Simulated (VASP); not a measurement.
# CdS (Hawleyite): single point with PBE

Crystal: CdS (Hawleyite).

```xyz
2
Lattice="0.0000 2.9165 2.9165 2.9165 0.0000 2.9165 2.9165 2.9165 0.0000" Properties=species:S:1:pos:R:3 pbc="T T T"
Cd    0.0000    0.0000    0.0000
S     4.3748    4.3748    4.3748
```

```json
{"Program": "VASP 6.6.1", "Task": "single point", "Functional": "PBE", "Potentials or basis": "VASP PAW PBE potentials, release 64 (Cd, S)", "Cutoff": "520 eV", "k mesh": "8 × 8 × 8", "Occupations": "fermi-dirac, width 0.05 eV", "Spin": "no spin polarisation"}
```

The pressure is 3.2 GPa and the band gap on the k mesh is 1.15 eV, direct.

Levels at points of the mesh, in eV from the valence-band top:
| k point | band 6 | band 7 | band 8 | band 9 | band 10 | band 11 | band 12 | band 13 |
| --- | --- | --- | --- | --- | --- | --- | --- | --- |
| (0.00, 0.00, 0.00) | -7.25 | 0.00 | 0.00 | 0.00 | 1.15 | 6.55 | 6.55 | 6.55 |
| (0.50, 0.00, 0.00) | -6.87 | -4.40 | -0.75 | -0.75 | 3.02 | 7.01 | 7.01 | 7.48 |
| (0.50, 0.50, 0.00) | -6.80 | -3.95 | -1.88 | -1.88 | 3.55 | 4.35 | 9.23 | 10.78 |

Run time: 55 s on 1 thread of AMD EPYC 7R43 64-Core Processor (Zen 3), on a shared host, peak memory 0.14 GiB.

As with any semilocal functional, this PBE gap is likely too small.
